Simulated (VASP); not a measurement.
Input of a VASP 6.6.1 run:

The input POSCAR:

```
SnO2
1.0
    4.7380000000      0.0000000000      0.0000000000
    0.0000000000      4.7380000000      0.0000000000
    0.0000000000      0.0000000000      3.1865000000
Sn O
2 4
Direct
    0.5000000000      0.5000000000      0.5000000000
    0.0000000000      0.0000000000      0.0000000000
    0.8071000000      0.1929000000      0.5000000000
    0.6929000000      0.6929000000      0.0000000000
    0.1929000000      0.8071000000      0.5000000000
    0.3071000000      0.3071000000      0.0000000000
```

The input INCAR.step1:

```
ALGO = Normal
EDIFF = 1E-6
ENCUT = 520
GGA = PS
ISIF = 2
ISMEAR = -1
LASPH = T
LCHARG = T
LREAL = F
LWAVE = F
NELM = 80
PREC = Accurate
SIGMA = 0.05
```

Contents of KPOINTS.step1:

```
k-points
0
Gamma
  6 6 8
```

INCAR.step2

```
ALGO = Normal
EDIFF = 1E-6
ENCUT = 520
GGA = PS
ICHARG = 11
ISIF = 2
ISMEAR = 0
LASPH = T
LCHARG = F
LREAL = F
LWAVE = F
NELM = 80
PREC = Accurate
SIGMA = 0.05
```

Contents of KPOINTS.step2:

```
path GXMGZRAZ,XR,MA
15
line-mode
reciprocal
 0.0000000000  0.0000000000  0.0000000000  G
 0.0000000000  0.5000000000  0.0000000000  X

 0.0000000000  0.5000000000  0.0000000000  X
 0.5000000000  0.5000000000  0.0000000000  M

 0.5000000000  0.5000000000  0.0000000000  M
 0.0000000000  0.0000000000  0.0000000000  G

 0.0000000000  0.0000000000  0.0000000000  G
 0.0000000000  0.0000000000  0.5000000000  Z

 0.0000000000  0.0000000000  0.5000000000  Z
 0.0000000000  0.5000000000  0.5000000000  R

 0.0000000000  0.5000000000  0.5000000000  R
 0.5000000000  0.5000000000  0.5000000000  A

 0.5000000000  0.5000000000  0.5000000000  A
 0.0000000000  0.0000000000  0.5000000000  Z

 0.0000000000  0.5000000000  0.0000000000  X
 0.0000000000  0.5000000000  0.5000000000  R

 0.5000000000  0.5000000000  0.0000000000  M
 0.5000000000  0.5000000000  0.5000000000  A
```

Potentials or basis: VASP PAW PBE potentials, release 64 (Sn_d, O).

Run with:

```bash
$ cat potpaw_PBE.64/Sn_d/POTCAR potpaw_PBE.64/O/POTCAR > POTCAR
$ cp INCAR.step1 INCAR
$ cp KPOINTS.step1 KPOINTS
$ mpirun -np 1 vasp_std > vasp.out
$ cp INCAR.step2 INCAR
$ cp KPOINTS.step2 KPOINTS
$ mpirun -np 1 vasp_std > vasp.out
```

Task: Predict the band gap along the path.

Result: 1.18 eV, direct.

Task: What does it give for the band gap on the k mesh?

Result: 1.18 eV, direct.

Levels at the corners of the path, in eV from the valence-band top:
```
point  band 23  band 24  band 25  band 26  band 27  band 28  band 29  band 30
    Γ    -1.25    -0.79    -0.79     0.00     1.18     6.03     6.17     6.17
    X    -1.21    -1.21    -0.65    -0.65     4.36     4.36     6.92     6.92
    X    -1.21    -1.21    -0.65    -0.65     4.36     4.36     6.92     6.92
    M    -1.33    -1.33    -0.91    -0.91     4.75     4.75     7.38     7.38
    M    -1.33    -1.33    -0.91    -0.91     4.75     4.75     7.38     7.38
    Γ    -1.25    -0.79    -0.79     0.00     1.18     6.03     6.17     6.17
    Γ    -1.25    -0.79    -0.79     0.00     1.18     6.03     6.17     6.17
    Z    -1.69    -1.69    -1.28    -1.28     6.15     6.15     9.59     9.60
    Z    -1.69    -1.69    -1.28    -1.28     6.15     6.15     9.59     9.59
    R    -1.12    -1.12    -0.71    -0.71     6.43     6.43     7.90     7.90
    R    -1.12    -1.12    -0.71    -0.71     6.43     6.43     7.90     7.90
    A    -0.99    -0.99    -0.85    -0.85     4.81     4.81     8.69     8.69
    A    -0.99    -0.99    -0.85    -0.85     4.81     4.81     8.69     8.69
    Z    -1.69    -1.69    -1.28    -1.28     6.15     6.15     9.59     9.60
    X    -1.21    -1.21    -0.65    -0.65     4.36     4.36     6.92     6.92
    R    -1.12    -1.12    -0.71    -0.71     6.43     6.43     7.90     7.90
    M    -1.33    -1.33    -0.91    -0.91     4.75     4.75     7.38     7.38
    A    -0.99    -0.99    -0.85    -0.85     4.81     4.81     8.69     8.69
```

Caveat: the log is that of the step along the path at fixed density, whose energy, stress, charges and moments have no meaning; spin-orbit coupling is left out, which moves the levels of the heavy elements. Expect the measured gap to be larger: semilocal functionals such as PBEsol lack the derivative discontinuity.
